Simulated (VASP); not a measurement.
# C (P6_3/mmc) in VASP: notebook

Runs on C. Level: PBE+D3(BJ). Tasks: relaxation of cell and atoms, vibrations by finite differences.

All numbers are computed with VASP 6.6.1; they aren't measurements. Logs are shortened: lines on timing, memory, paths and dates and some standing lists are left out, and cuts for length are marked.

## Step 1: The structure

Symmetry: P6_3/mmc, No. 194, hexagonal system. Conventional cell: a = 2.467 Å, b = 2.467 Å, c = 7.803 Å, α = 90.00°, β = 90.00°, γ = 120.00°. C (site symmetry -6m2) has 3 C at 1.42 Å as nearest neighbours. Around C (site symmetry -6m2) lie 3 C at 1.42 Å.

## Step 2: Relaxation of cell and atoms, PBE+D3(BJ)

INCAR

```
SYSTEM = C
  PREC = Accurate
  ENCUT = 520
  EDIFF = 1E-7
  ISMEAR = 0
  SIGMA = 0.02
  LREAL = .FALSE.
  LASPH = .TRUE.
  NELM = 100
  ALGO = Normal
  ISIF = 3
  LWAVE = .FALSE.
  LCHARG = .FALSE.
  GGA = PE
  IVDW = 12
  IBRION = 2
  NSW = 80
  EDIFFG = -0.002
  KPAR = 4
```

KPOINTS

```
regular mesh
0
G
  15 15 4
  0 0 0
```

POSCAR

```
C
1.0
    2.4672912600      0.0000000000      0.0000000000
   -1.2336456300      2.1367369100      0.0000000000
    0.0000000000      0.0000000000      7.8030730000
C
4
Direct
    0.0000000000      0.0000000000      0.2500000000
    0.0000000000      0.0000000000      0.7500000000
    0.3333333300      0.6666666700      0.2500000000
    0.6666666700      0.3333333300      0.7500000000
```

Potentials or basis: VASP PAW PBE potentials, release 64 (C).

Run with:

```bash
> cat potpaw_PBE.64/C/POTCAR > POTCAR
> mpirun -np 4 vasp_std > vasp.out
```

OUTCAR:

```text
SYSTEM = C
   PREC = Accurate
   ENCUT = 520
   EDIFF = 1E-7
   ISMEAR = 0
   LREAL = .FALSE.
   LASPH = .TRUE.
   NELM = 100
   ISIF = 3
   GGA = PE
   IVDW = 12
   IBRION = 2
   NSW = 80
   EDIFFG = -0.002
 IVDW          = 12

 ion  position               nearest neighbor table
   1  0.000  0.000  0.250-   3 1.42   3 1.42   3 1.42
   2  0.000  0.000  0.750-   4 1.42   4 1.42   4 1.42
   3  0.333  0.667  0.250-   1 1.42   1 1.42   1 1.42
   4  0.667  0.333  0.750-   2 1.42   2 1.42   2 1.42

  LATTYP: Found a hexagonal cell.
 ALAT       =     2.4672912600
 C/A-ratio  =     3.1626071581

  Lattice vectors:

 A1 = (   2.4672912600,   0.0000000000,   0.0000000000)
 A2 = (  -1.2336456300,   2.1367369100,   0.0000000000)
 A3 = (   0.0000000000,   0.0000000000,   7.8030730000)

Analysis of symmetry for initial positions (statically):
=====================================================================
 Subroutine PRICEL returns:
 Original cell was already a primitive cell.

 Routine SETGRP: Setting up the symmetry group for a
 hexagonal supercell.

 Subroutine GETGRP returns: Found 24 space group operations
 (whereof 12 operations were pure point group operations)
 out of a pool of 24 trial point group operations.

The static configuration has the point symmetry D_3d.
 The point group associated with its full space group is D_6h.

Analysis of symmetry for dynamics (positions and initial velocities):
=====================================================================
 Subroutine PRICEL returns:
 Original cell was already a primitive cell.

 Routine SETGRP: Setting up the symmetry group for a
 hexagonal supercell.

 Subroutine GETGRP returns: Found 24 space group operations
 (whereof 12 operations were pure point group operations)
 out of a pool of 24 trial point group operations.

The dynamic configuration has the point symmetry D_3d.
 The point group associated with its full space group is D_6h.

 Subroutine INISYM returns: Found 24 space group operations
 (whereof 12 operations are pure point group operations),
 and found     1 'primitive' translations

----------------------------------------------------------------------------------------

                                     Primitive cell

  volume of cell :      41.1374

  direct lattice vectors                    reciprocal lattice vectors
     2.467291260  0.000000000  0.000000000     0.405302777  0.234001668  0.000000000
    -1.233645630  2.136736910  0.000000000     0.000000000  0.468003335  0.000000000
     0.000000000  0.000000000  7.803073000     0.000000000  0.000000000  0.128154639

  length of vectors
     2.467291260  2.467291260  7.803073000     0.468003335  0.468003335  0.128154639

  position of ions in fractional coordinates (direct lattice)
     0.000000000  0.000000000  0.250000000
     0.000000000  0.000000000  0.750000000
     0.333333330  0.666666670  0.250000000
     0.666666670  0.333333330  0.750000000

  ion indices of the primitive-cell ions
   primitive index   ion index
                 1           1
                 2           2
                 3           3
                 4           4

----------------------------------------------------------------------------------------

 KPOINTS: regular mesh

Automatic generation of k-mesh.
 Grid dimensions read from file:
 generate k-points for:   15   15    4

 Generating k-lattice:

  Cartesian coordinates                     Fractional coordinates (reciprocal lattice)
     0.027020185  0.015600111  0.000000000     0.066666667  0.000000000  0.000000000
     0.000000000  0.031200222  0.000000000     0.000000000  0.066666667  0.000000000
     0.000000000  0.000000000  0.032038660     0.000000000  0.000000000  0.250000000

  Length of vectors
     0.031200222  0.031200222  0.032038660

  Shift w.r.t. Gamma in fractional coordinates (k-lattice)
     0.000000000  0.000000000  0.000000000

 Subroutine IBZKPT returns following result:
 ===========================================

 Found     81 irreducible k-points:

 Following reciprocal coordinates:
            Coordinates               Weight
  0.000000  0.000000  0.000000      1.000000
  0.066667  0.000000  0.000000      6.000000
  0.133333  0.000000  0.000000      6.000000
  0.200000  0.000000  0.000000      6.000000
  0.266667  0.000000  0.000000      6.000000
  0.333333  0.000000  0.000000      6.000000
[... 16 lines left out ...]
  0.333333  0.200000  0.000000     12.000000
  0.400000  0.200000  0.000000      6.000000
 [... further k-points ...]
   k-points           NKPTS =     81   k-points in BZ     NKDIM =     81   number of bands    NBANDS=     12
   number of dos      NEDOS =    301   number of ions     NIONS =      4
   total plane-waves  NPLWV =  19440
   dimension x,y,z NGX =    18 NGY =   18 NGZ =   60
   dimension x,y,z NGXF=    36 NGYF=   36 NGZF=  120
   ions per type =               4
   NGX,Y,Z   is equivalent  to a cutoff of  12.13, 12.13, 12.78 a.u.
   NGXF,Y,Z  is equivalent  to a cutoff of  24.26, 24.26, 25.57 a.u.
 SYSTEM =  C
   PREC   = accura    normal or accurate (medium, high low for compatibility)
   ISTART =      0    job   : 0-new  1-cont  2-samecut
   ICHARG =      2    charge: 1-file 2-atom 10-const
   ISPIN  =      1    spin polarized calculation?
   LNONCOLLINEAR =      F non collinear calculations
   LSORBIT =      F    spin-orbit coupling
   LASPH  =      T    aspherical Exc in radial PAW
   ENCUT  =  520.0 eV  38.22 Ry    6.18 a.u.   4.59  4.59 14.51*2*pi/ulx,y,z
   NELM   =    100;   NELMIN=  2; NELMDL= -5     # of ELM steps
   EDIFF  = 0.1E-06   stopping-criterion for ELM
   LREAL  =      F    real-space projection
   EDIFFG = -.2E-02   stopping-criterion for IOM
   NSW    =     80    number of steps for IOM
   IBRION =      2    ionic relax: 0-MD 1-quasi-New 2-CG
   NFREE  =      1    steps in history (QN), initial steepest desc. (CG)
   ISIF   =      3    stress and relaxation
   ISYM   =      2    0-nonsym 1-usesym 2-fastsym
   POTIM  = 0.5000    time-step for ionic-motion
   TEBEG  =    0.0;   TEEND  =   0.0 temperature during run
   PSTRESS=    0.0 pullay stress
   NELECT =      16.0000    total number of electrons
   NUPDOWN=      -1.0000    fix difference up-down
   EMIN   =  10.00;   EMAX   =-10.00  energy-range for DOS
   EFERMI =   0.00;   METHOD = LEGACY
   ISMEAR =     0;   SIGMA  =   0.02  broadening in eV -4-tet -1-fermi 0-gaus
   EFERMI_NEDOS =   21; number of points for ismear=-14 and -15
   IALGO  =     38    algorithm
   IMIX   =      4    mixing-type and parameters
     AMIX     =   0.40;   BMIX     =  1.00
     AMIX_MAG =   1.60;   BMIX_MAG =  1.00
  volume/ion in A,a.u.               =      10.28        69.40
  Fermi-wavevector in a.u.,A,eV,Ry     =   1.195003  2.258229 19.429568  1.428033
  Thomas-Fermi vector in A             =   2.330979
   LORBIT       =      0    0 simple, 1 ext, 2 COOP (PROOUT), +10 PAW based schemes
   GGA     = PE    functional components
   LHFCALC =     F    Hartree Fock is set to
   AEXX    =    0.0000 exact exchange contribution
   IVDW    =    12    specifies the selected vdW correction
   LEPSILON=     F    determine dielectric tensor
   LRPA    =     F    only Hartree local field effects (RPA)
 conjugate gradient relaxation of ions
 non-spin polarized calculation
 Gauss-broadening in eV      SIGMA  =   0.02
  energy-cutoff  :      520.00
  volume of cell :       41.14
 maximum number of plane-waves:      1128
   NGX =  9   NGY =  9   NGZ = 29

--------------------------------------- Ionic step        1  -------------------------------------------

 number of electron      15.9999993 magnetization

 Free energy of the ion-electron system (eV)
  ---------------------------------------------------
  ext. energy  EPLUGINS =         0.00000000
  ---------------------------------------------------
  free energy    TOTEN  =       -36.89665032 eV

  energy without entropy =      -36.89640115  energy(sigma->0) =      -36.89652573

------------------------ aborting loop because EDIFF is reached ----------------------------------------

 Edisp (eV)   -0.52304

 E8    (eV) :    -0.1459
[... 33 lines left out ...]
--------------------------------------- Ionic step        2  -------------------------------------------

 number of electron      15.9999994 magnetization

 E-fermi :   3.4888     XC(G=0):  -9.3347

 val. band max:        3.4877352775   @ k =   0.3333   0.3333   0.5000
 cond. band min:       3.4890870946   @ k =   0.3333   0.3333   0.2500
 fundamental gap:      0.0013518171
 Fermi energy:         3.4888192434

 k-point     1 :       0.0000    0.0000    0.0000
  band No.  band energies     occupation
      1     -16.0696      2.00000
      2     -15.9812      2.00000
      3      -4.5458      2.00000
      4      -3.6644      2.00000
      5       0.4509      2.00000
      6       0.4509      2.00000
      7       0.4545      2.00000
      8       0.4545      2.00000
      9       6.8983      0.00000
     10      11.1844      0.00000
     11      11.7975      0.00000
     12      11.8002      0.00000
[... 331 lines left out ...]
 k-point    24 :       0.4000    0.2000    0.0000
  band No.  band energies     occupation
      1     -10.1913      2.00000
      2     -10.1628      2.00000
      3      -9.1957      2.00000
      4      -9.1765      2.00000
      5      -5.3608      2.00000
      6      -5.3347      2.00000
      7       1.8386      2.00000
      8       2.1160      2.00000
      9       4.7553      0.00000
     10       4.8678      0.00000
     11      14.1447      0.00000
     12      14.4532      0.00000

 [... further k-points ...]

------------------------ aborting loop because EDIFF is reached ----------------------------------------

 Edisp (eV)   -0.52673

 E8    (eV) :    -0.1470
[... 69 lines left out ...]
  FREE ENERGIE OF THE ION-ELECTRON SYSTEM (eV)
  ---------------------------------------------------
  free  energy   TOTEN  =       -37.4306037087 eV

  energy  without entropy=      -37.4303559151  energy(sigma->0) =      -37.43047981

 E-fermi :   4.2998     XC(G=0):  -9.9696

 val. band max:        4.2981393434   @ k =   0.3333   0.3333   0.5000
 cond. band min:       4.3002083891   @ k =   0.3333   0.3333   0.2500
 fundamental gap:      0.0020690457
 Fermi energy:         4.2997968759

 k-point     1 :       0.0000    0.0000    0.0000
  band No.  band energies     occupation
      1     -15.4434      2.00000
      2     -15.2538      2.00000
      3      -4.1107      2.00000
      4      -2.6554      2.00000
      5       1.2814      2.00000
      6       1.2814      2.00000
      7       1.2912      2.00000
      8       1.2912      2.00000
      9       8.1092      0.00000
     10      12.7336      0.00000
     11      12.7336      0.00000
     12      12.7644      0.00000
[... 331 lines left out ...]
 k-point    24 :       0.4000    0.2000    0.0000
  band No.  band energies     occupation
      1      -9.4469      2.00000
      2      -9.3825      2.00000
      3      -8.4797      2.00000
      4      -8.4374      2.00000
      5      -4.6321      2.00000
      6      -4.5706      2.00000
      7       2.5018      2.00000
      8       2.9848      2.00000
      9       5.6086      0.00000
     10       5.7538      0.00000
     11      15.0732      0.00000
     12      15.5833      0.00000

 [... further k-points ...]

[... ionic steps 4 to 19 ...]

--------------------------------------- Ionic step       20  -------------------------------------------

 number of electron      15.9999996 magnetization

------------------------ aborting loop because EDIFF is reached ----------------------------------------
[... 79 lines left out ...]
--------------------------------------- Ionic step       22  -------------------------------------------

 number of electron      15.9999996 magnetization

 Free energy of the ion-electron system (eV)
  ---------------------------------------------------
  ext. energy  EPLUGINS =         0.00000000
  ---------------------------------------------------
  free energy    TOTEN  =       -36.84501249 eV

  energy without entropy =      -36.84481646  energy(sigma->0) =      -36.84491447

 E-fermi :   4.7024     XC(G=0): -10.3514

 val. band max:        4.7006908266   @ k =   0.3333   0.3333   0.5000
 cond. band min:       4.7029481012   @ k =   0.3333   0.3333   0.2500
 fundamental gap:      0.0022572746
 Fermi energy:         4.7024146390

 k-point     1 :       0.0000    0.0000    0.0000
  band No.  band energies     occupation
      1     -14.9384      2.00000
      2     -14.6280      2.00000
      3      -3.8165      2.00000
      4      -1.8040      2.00000
      5       1.6912      2.00000
      6       1.6912      2.00000
      7       1.7106      2.00000
      8       1.7106      2.00000
      9       9.0387      0.00000
     10      13.0227      0.00000
     11      13.0227      0.00000
     12      13.0769      0.00000
[... 331 lines left out ...]
 k-point    24 :       0.4000    0.2000    0.0000
  band No.  band energies     occupation
      1      -8.9946      2.00000
      2      -8.8851      2.00000
      3      -7.9703      2.00000
      4      -7.9008      2.00000
      5      -4.1555      2.00000
      6      -4.0482      2.00000
      7       2.7921      2.00000
      8       3.4728      2.00000
      9       6.0713      0.00000
     10       6.2004      0.00000
     11      15.2064      0.00000
     12      15.8816      0.00000

 [... further k-points ...]

------------------------ aborting loop because EDIFF is reached ----------------------------------------

 Edisp (eV)   -0.62859

 E8    (eV) :    -0.1782
[... 27 lines left out ...]
  FREE ENERGIE OF THE ION-ELECTRON SYSTEM (eV)
  ---------------------------------------------------
  free  energy   TOTEN  =       -37.4736058064 eV

  energy  without entropy=      -37.4734097690  energy(sigma->0) =      -37.47350779

 reached required accuracy - stopping structural energy minimisation
```

It took 2.3 min on 4 MPI ranks of Intel Xeon Platinum 8259CL at 2.50GHz (Skylake/Cascade Lake), shared host; peak memory 0.18 GiB.

Results:

```
Free energy                            : -37.4736 eV
Relaxed volume                         : 8.80 Å³/atom
Relaxed cell                           : a = 2.466 Å, b = 2.466 Å, c = 6.680 Å, α = 90.00°, β = 90.00°, γ = 120.00°
Space group after relaxing (to 0.05 Å) : P6_3/mmc (No. 194)
Energy gained by relaxing              : 13.5 meV/atom
Ionic steps                            : 22
Pressure after relaxing                : 0.0 GPa
Band gap on the k mesh                 : none (metal or under the smearing width)
Dispersion energy per atom             : -0.157 eV
```

The path:
| step | energy change (eV) | largest force (eV/Å) | pressure (GPa) | volume (Å³) |
| --- | --- | --- | --- | --- |
| 1 | 0.0000 | 0.0000 | -0.77 | 41.14 |
| 2 | -0.0030 | 0.0000 | -0.37 | 40.84 |
| 3 | -0.0109 | 0.0000 | 0.88 | 39.97 |
| 4 | -0.0217 | 0.0000 | 3.64 | 38.23 |
| 5 | -0.0132 | 0.0000 | 10.50 | 34.82 |
| 6 | -0.0239 | 0.0000 | 5.09 | 37.41 |
| 7 | -0.0243 | 0.0000 | 5.07 | 37.39 |
| 8 | -0.0253 | 0.0000 | 5.03 | 37.32 |
| 9 | -0.0272 | 0.0000 | 4.95 | 37.19 |
| 10 | -0.0310 | 0.0000 | 4.79 | 36.92 |
| 11 | -0.0379 | 0.0000 | 4.47 | 36.39 |
| 12 | -0.0473 | 0.0000 | 3.90 | 35.31 |
| 13 | -0.0373 | 0.0000 | 3.10 | 33.14 |
| 14 | -0.0492 | 0.0000 | 3.63 | 34.77 |
| 15 | -0.0493 | 0.0000 | 3.56 | 34.59 |
| 16 | -0.0515 | 0.0000 | 2.58 | 34.80 |
| 17 | -0.0538 | 0.0000 | -0.22 | 35.43 |
| 18 | -0.0538 | 0.0000 | 0.14 | 35.34 |
| 19 | -0.0538 | 0.0000 | 0.21 | 35.33 |
| 20 | -0.0538 | 0.0000 | 0.20 | 35.31 |
| 21 | -0.0539 | 0.0000 | 0.13 | 35.27 |
| 22 | -0.0539 | 0.0000 | 0.02 | 35.18 |

Final structure:
```xyz
4
Lattice="2.4659 0.0000 0.0000 -1.2330 2.1356 0.0000 0.0000 0.0000 6.6804" Properties=species:S:1:pos:R:3 pbc="T T T"
C     0.0000    0.0000    1.6701
C     0.0000    0.0000    5.0103
C     0.0000    1.4237    1.6701
C     1.2330    0.7119    5.0103
```

## Step 3: Relaxation of cell and atoms, PBE+D3(BJ)

This run uses another cell than the first one, of 8.80 Å³/atom, 0.855 times its volume.

INCAR is that of step 2.

KPOINTS is that of step 2.

POSCAR

```
C                                       
1.0
    2.4659480403      0.0000000000      0.0000000000
   -1.2329740202      2.1355736476      0.0000000000
   -0.0000000000      0.0000000000      6.6804018441
  C             
     4
Direct
     0.0000000000000000    0.0000000000000000    0.2500000000000000
     0.0000000000000000    0.0000000000000000    0.7500000000000000
     0.3333333300000021    0.6666666699999979    0.2500000000000000
     0.6666666699999979    0.3333333300000021    0.7500000000000000
```

Potentials or basis: VASP PAW PBE potentials, release 64 (C).

Run with:

```bash
> cat potpaw_PBE.64/C/POTCAR > POTCAR
> mpirun -np 4 vasp_std > vasp.out
```

It took 30 s on 4 MPI ranks of Intel Xeon Platinum 8259CL at 2.50GHz (Skylake/Cascade Lake), shared host; peak memory 0.16 GiB.

It converged, with:

* Free energy: -37.4668 eV
* Relaxed volume: 8.85 Å³/atom
* Relaxed cell: a = 2.466 Å, b = 2.466 Å, c = 6.722 Å, α = 90.00°, β = 90.00°, γ = 120.00°
* Space group after relaxing (to 0.05 Å): P6_3/mmc (No. 194)
* Energy gained by relaxing: 0.0 meV/atom
* Ionic steps: 7
* Pressure after relaxing: 0.0 GPa
* Band gap on the k mesh: none (metal or under the smearing width)
* Dispersion energy per atom: -0.156 eV

The path:
```
step  energy change (eV)  largest force (eV/Å)  pressure (GPa)  volume (Å³)
   1              0.0000                0.0000            0.20        35.18
   2              0.0000                0.0000           -0.25        35.24
   3              0.0000                0.0000           -0.01        35.21
   4              0.0000                0.0000           -0.01        35.23
   5             -0.0001                0.0000            0.00        35.31
   6             -0.0001                0.0000           -0.01        35.48
   7             -0.0001                0.0000           -0.01        35.41
```

Final structure:
```
C
1.0
     2.46637    0.00000    0.00000
    -1.23319    2.13594    0.00000
     0.00000    0.00000    6.72187
C
4
Direct
  0.00000 0.00000 0.25000
  0.00000 0.00000 0.75000
  0.33333 0.66667 0.25000
  0.66667 0.33333 0.75000
```

Levels at points of the mesh, in eV from the Fermi level:
```csv
k point,band 4,band 5,band 6,band 7,band 8,band 9,band 10,band 11,band 12
"(0.00, 0.00, 0.00)",-6.54,-3.01,-3.01,-2.99,-2.99,4.28,8.32,8.32,8.37
"(0.00, 0.00, 0.50)",-7.61,-3.00,-3.00,-3.00,-3.00,6.91,6.91,8.34,8.34
```

## Step 4: Vibrations by finite differences, PBE+D3(BJ)

This run uses another cell than the first one, of 8.85 Å³/atom, 0.861 times its volume.

INCAR

```
SYSTEM = C
PREC = Accurate ; ENCUT = 520
EDIFF = 1E-8 ; ISMEAR = 0
SIGMA = 0.02 ; LREAL = .False.
LASPH = .True. ; NELM = 100
ALGO = Normal ; ISIF = 2
LWAVE = .False. ; LCHARG = .False.
GGA = PE ; IVDW = 12
IBRION = 6 ; NFREE = 2
POTIM = 0.015 ; NSW = 1
KPAR = 4
```

KPOINTS

```
Automatic mesh
0
Gamma
  15 15 4
  0 0 0
```

POSCAR: that of step 3 with these lines changed.

```diff
@@ -2,5 +2,5 @@
 1.0
-    2.4659480403      0.0000000000      0.0000000000
-   -1.2329740202      2.1355736476      0.0000000000
-   -0.0000000000      0.0000000000      6.6804018441
+    2.4663721538     -0.0000000000     -0.0000000000
+   -1.2331860770      2.1359409407      0.0000000000
+    0.0000000000      0.0000000000      6.7218722559
   C
```

Run with:

```bash
> cat potpaw_PBE.64/C/POTCAR > POTCAR
> mpirun -np 4 vasp_std > vasp.out
```

Wall time 1.9 min (4 MPI ranks of Intel Xeon Platinum 8259CL at 2.50GHz (Skylake/Cascade Lake), shared host); peak memory 0.33 GiB.

Results (log left out):

```yaml
Highest_phonon_frequency_at_Γ: 1536 cm⁻¹
Most_unstable_mode: 35i cm⁻¹
Dispersion_energy_per_atom: -0.156 eV
```

Phonon frequencies in cm⁻¹ (negative: imaginary):
```csv
q point,frequencies
"(0.000, 0.000, 0.000)",-35 -35 0 0 0 102 859 869 1532 1532 1536 1536
```

Caveat: some modes are imaginary.
